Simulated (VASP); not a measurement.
The system is Te.

```xyz
1
Lattice="2.3059 1.3313 1.6910 -2.3059 1.3313 1.6910 0.0000 -2.6626 1.6910" Properties=species:S:1:pos:R:3 pbc="T T T"
Te    0.0000    0.0000    2.5364
```

This isn't the form of Te at room conditions, which is trigonal, of chains.

| Quantity | Value |
| --- | --- |
| Program | VASP 6.6.1 |
| Task | relaxation of cell and atoms |
| Functional | PBE |
| Potentials or basis | VASP PAW PBE potentials, release 64 (Te) |
| Cutoff | 600 eV |
| k mesh | 9 × 9 × 9 |
| Occupations | fermi-dirac, width 0.05 eV |
| Spin | no spin polarisation |

At the start: pressure 2.6 GPa; volume 31.15 Å³/atom.

Task: Where does the relaxation end?

Result: Over 9 steps the energy falls by 15.0 meV/atom and the volume is 32.84 Å³/atom (+5.4 %); space group R-3m (No. 166, to 0.05 Å).

The path:
| step | energy change (eV) | largest force (eV/Å) | pressure (GPa) | volume (Å³) |
| --- | --- | --- | --- | --- |
| 1 | 0.0000 | 0.0000 | 2.58 | 31.15 |
| 2 | -0.0082 | 0.0000 | -1.19 | 33.47 |
| 3 | -0.0114 | 0.0000 | 0.00 | 32.63 |
| 4 | -0.0120 | 0.0000 | -0.01 | 32.66 |
| 5 | -0.0135 | 0.0000 | -0.03 | 32.76 |
| 6 | -0.0149 | 0.0000 | -0.13 | 32.92 |
| 7 | -0.0149 | 0.0000 | -0.15 | 32.94 |
| 8 | -0.0146 | 0.0000 | 0.44 | 32.57 |
| 9 | -0.0150 | 0.0000 | 0.01 | 32.84 |

Final structure:
```cif
data_structure
_symmetry_space_group_name_H-M 'P 1'
_symmetry_Int_Tables_number 1
_cell_length_a 3.2036
_cell_length_b 3.2036
_cell_length_c 3.2036
_cell_angle_alpha 91.554
_cell_angle_beta 91.554
_cell_angle_gamma 91.554
_cell_volume 32.84
loop_
_atom_site_label
_atom_site_type_symbol
_atom_site_fract_x
_atom_site_fract_y
_atom_site_fract_z
_atom_site_occupancy
Te1 Te 0.50000 0.50000 0.50000 1
```
